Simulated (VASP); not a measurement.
# Ni (Fm-3m) in VASP: further runs, part 2 of 2

VASP 6.6.1. Earlier steps stand in the parts before.

## Step 4: Single point, RPBE, collinear spin, ferromagnetic start

run.py reads:

```python
from ase.calculators.vasp import Vasp
from ase.dft.bandgap import bandgap
from ase.io import read

atoms = read('Ni.cif', primitive_cell=True, subtrans_included=False)
atoms.set_initial_magnetic_moments([1.0])
calc = Vasp(
    directory='calc',
    xc='rpbe',
    pp='PBE',
    setups='recommended',
    prec='Accurate',
    encut=520,
    ediff=1e-06,
    ismear=0,
    sigma=0.05,
    lreal=False,
    lasph=True,
    nelm=150,
    algo='Normal',
    isif=2,
    lwave=False,
    lcharg=False,
    ispin=2,
    lorbit=11,
    lmaxmix=4,
    kpts=[13, 13, 13],
    gamma=True,
    nbands=15,
)
atoms.calc = calc

print('energy (eV):', atoms.get_potential_energy())
print('free energy (eV):', atoms.get_potential_energy(force_consistent=True))
print('forces (eV/A):')
print(atoms.get_forces())
print('stress (eV/A^3, Voigt):', atoms.get_stress())
print('Fermi level (eV):', calc.get_fermi_level())
print('moment (muB):', atoms.get_magnetic_moment())
print('site moments (muB):', atoms.get_magnetic_moments())
gap, top, bottom = bandgap(calc)
print('band gap (eV):', gap, 'from (spin, k, band)', top, 'to', bottom)
```

Ni.cif reads:

```cif
data_Ni
_cell_length_a 3.47514587
_cell_length_b 3.47514587
_cell_length_c 3.47514587
_cell_angle_alpha 90.00000000
_cell_angle_beta 90.00000000
_cell_angle_gamma 90.00000000
_space_group_name_H-M_alt 'Fm-3m'
_space_group_name_Hall '-F 4 2 3'
_space_group_IT_number 225
loop_
_space_group_symop_operation_xyz
'x,y,z'
'-x,-y,-z'
'-y,x,z'
'y,-x,-z'
'-x,-y,z'
'x,y,-z'
'y,-x,z'
'-y,x,-z'
'x,-y,-z'
'-x,y,z'
'-y,-x,-z'
'y,x,z'
'-x,y,-z'
'x,-y,z'
'y,x,-z'
'-y,-x,z'
'z,x,y'
'-z,-x,-y'
'z,-y,x'
'-z,y,-x'
'z,-x,-y'
'-z,x,y'
'z,y,-x'
'-z,-y,x'
'-z,x,-y'
'z,-x,y'
'-z,-y,-x'
'z,y,x'
'-z,-x,y'
'z,x,-y'
'-z,y,x'
'z,-y,-x'
'y,z,x'
'-y,-z,-x'
'x,z,-y'
'-x,-z,y'
'-y,z,-x'
'y,-z,x'
'-x,z,y'
'x,-z,-y'
'-y,-z,x'
'y,z,-x'
'-x,-z,-y'
'x,z,y'
'y,-z,-x'
'-y,z,x'
'x,-z,y'
'-x,z,-y'
'x,y+1/2,z+1/2'
'-x,-y+1/2,-z+1/2'
'-y,x+1/2,z+1/2'
[... 62 lines left out ...]
'-z+1/2,-x,-y+1/2'
'z+1/2,-y,x+1/2'
'-z+1/2,y,-x+1/2'
'z+1/2,-x,-y+1/2'
'-z+1/2,x,y+1/2'
'z+1/2,y,-x+1/2'
'-z+1/2,-y,x+1/2'
'-z+1/2,x,-y+1/2'
'z+1/2,-x,y+1/2'
'-z+1/2,-y,-x+1/2'
'z+1/2,y,x+1/2'
'-z+1/2,-x,y+1/2'
'z+1/2,x,-y+1/2'
'-z+1/2,y,x+1/2'
'z+1/2,-y,-x+1/2'
'y+1/2,z,x+1/2'
'-y+1/2,-z,-x+1/2'
'x+1/2,z,-y+1/2'
'-x+1/2,-z,y+1/2'
'-y+1/2,z,-x+1/2'
'y+1/2,-z,x+1/2'
'-x+1/2,z,y+1/2'
'x+1/2,-z,-y+1/2'
'-y+1/2,-z,x+1/2'
'y+1/2,z,-x+1/2'
'-x+1/2,-z,-y+1/2'
'x+1/2,z,y+1/2'
'y+1/2,-z,-x+1/2'
'-y+1/2,z,x+1/2'
'x+1/2,-z,y+1/2'
'-x+1/2,z,-y+1/2'
'x+1/2,y+1/2,z'
'-x+1/2,-y+1/2,-z'
'-y+1/2,x+1/2,z'
'y+1/2,-x+1/2,-z'
'-x+1/2,-y+1/2,z'
'x+1/2,y+1/2,-z'
'y+1/2,-x+1/2,z'
'-y+1/2,x+1/2,-z'
'x+1/2,-y+1/2,-z'
'-x+1/2,y+1/2,z'
'-y+1/2,-x+1/2,-z'
'y+1/2,x+1/2,z'
'-x+1/2,y+1/2,-z'
'x+1/2,-y+1/2,z'
'y+1/2,x+1/2,-z'
'-y+1/2,-x+1/2,z'
'z+1/2,x+1/2,y'
'-z+1/2,-x+1/2,-y'
'z+1/2,-y+1/2,x'
'-z+1/2,y+1/2,-x'
'z+1/2,-x+1/2,-y'
'-z+1/2,x+1/2,y'
'z+1/2,y+1/2,-x'
'-z+1/2,-y+1/2,x'
'-z+1/2,x+1/2,-y'
'z+1/2,-x+1/2,y'
'-z+1/2,-y+1/2,-x'
'z+1/2,y+1/2,x'
'-z+1/2,-x+1/2,y'
'z+1/2,x+1/2,-y'
'-z+1/2,y+1/2,x'
'z+1/2,-y+1/2,-x'
'y+1/2,z+1/2,x'
'-y+1/2,-z+1/2,-x'
'x+1/2,z+1/2,-y'
'-x+1/2,-z+1/2,y'
'-y+1/2,z+1/2,-x'
'y+1/2,-z+1/2,x'
'-x+1/2,z+1/2,y'
'x+1/2,-z+1/2,-y'
'-y+1/2,-z+1/2,x'
'y+1/2,z+1/2,-x'
'-x+1/2,-z+1/2,-y'
'x+1/2,z+1/2,y'
'y+1/2,-z+1/2,-x'
'-y+1/2,z+1/2,x'
'x+1/2,-z+1/2,y'
'-x+1/2,z+1/2,-y'
loop_
_atom_site_label
_atom_site_type_symbol
_atom_site_symmetry_multiplicity
_atom_site_Wyckoff_symbol
_atom_site_fract_x
_atom_site_fract_y
_atom_site_fract_z
_atom_site_occupancy
Ni1 Ni 4 a 0.0000000000 0.0000000000 0.0000000000 1
```

Potentials or basis: VASP PAW PBE potentials, release 64 (Ni).

Launch:

```bash
> python run.py
```

What it wrote:

```text
energy (eV): -4.92680285
free energy (eV): -4.92771847
forces (eV/A):
[[0. 0. 0.]]
stress (eV/A^3, Voigt): [-0.08700736 -0.08700736 -0.08700736  0.          0.          0.        ]
Fermi level (eV): 10.06454114
moment (muB): 0.6249441
site moments (muB): [0.634]
band gap (eV): 0.0 from (spin, k, band) (None, None, None) to (None, None, None)
```

OUTCAR:

```text
ENCUT = 520.000000
   EDIFF = 1.00e-06
   GGA = RP
   PREC = Accurate
   ISIF = 2
   ISMEAR = 0
   ISPIN = 2
   LORBIT = 11
   NELM = 150
   LASPH = .TRUE.
   LREAL = .FALSE.

 ion  position               nearest neighbor table
   1  0.000  0.000  0.000-

  LATTYP: Found a face centered cubic cell.
 ALAT       =     3.4751458700

  Lattice vectors:

[... 1697 lines left out ...]
 -----------------------------------------------------------------------------
  energy-cutoff  :      520.00
  volume of cell :       10.49
      direct lattice vectors                 reciprocal lattice vectors
     0.000000000  1.737572935  1.737572935    -0.287757705  0.287757705  0.287757705
     1.737572935  0.000000000  1.737572935     0.287757705 -0.287757705  0.287757705
     1.737572935  1.737572935  0.000000000     0.287757705  0.287757705 -0.287757705

 POSITION                                       TOTAL-FORCE (eV/Angst)
 -----------------------------------------------------------------------------------
      0.00000      0.00000      0.00000         0.000000      0.000000      0.000000
 -----------------------------------------------------------------------------------
    total drift:                                0.000000     -0.000000      0.000000

  FREE ENERGIE OF THE ION-ELECTRON SYSTEM (eV)
  ---------------------------------------------------
  free  energy   TOTEN  =        -4.9277184652 eV

  energy  without entropy=       -4.9258872375  energy(sigma->0) =       -4.92680285

 total charge

# of ion       s       p       d       tot
------------------------------------------
    1        0.512   0.530   8.328   9.370

 magnetization (x)

# of ion       s       p       d       tot
------------------------------------------
    1       -0.006  -0.026   0.667   0.634
```

INCAR:

```text
ENCUT = 520.000000
SIGMA = 0.050000
EDIFF = 1.00e-06
ALGO = Normal
GGA = RP
PREC = Accurate
ISIF = 2
ISMEAR = 0
ISPIN = 2
LMAXMIX = 4
LORBIT = 11
NBANDS = 15
NELM = 150
LASPH = .TRUE.
LCHARG = .FALSE.
LWAVE = .FALSE.
LREAL = .FALSE.
MAGMOM = 1*1.0000
```

It took 16 s on 1 thread of AMD EPYC 9R45 (Zen 5), shared host; peak memory 0.1 GiB.

Results:

```yaml
Free_energy: -4.9277 eV
Pressure: 13.9 GPa
Band_gap_on_the_k_mesh: none (metal or under the smearing width)
Net_moment: 0.62 μB per cell
Site_moments: Ni +0.63 μB
Valence_electrons_inside_the_program's_atomic_spheres: Ni 9.37
```

Levels at points of the mesh, in eV from the Fermi level:
Spin up:
```tsv
k point	band 3	band 4	band 5	band 6	band 7	band 8
(0.00, 0.00, 0.00)	-2.56	-2.56	-1.31	-1.31	23.98	28.19
```
Spin down:
| k point | band 1 | band 2 | band 3 | band 4 | band 5 | band 6 | band 7 | band 8 | band 9 | band 10 |
| --- | --- | --- | --- | --- | --- | --- | --- | --- | --- | --- |
| (0.00, 0.00, 0.00) | -9.32 | -1.78 | -1.78 | -1.78 | -0.73 | -0.73 | 23.79 | 28.14 | 28.14 | 28.14 |

Caveat: the PAW data sets were made with another functional, which shifts forces and pressure a little.
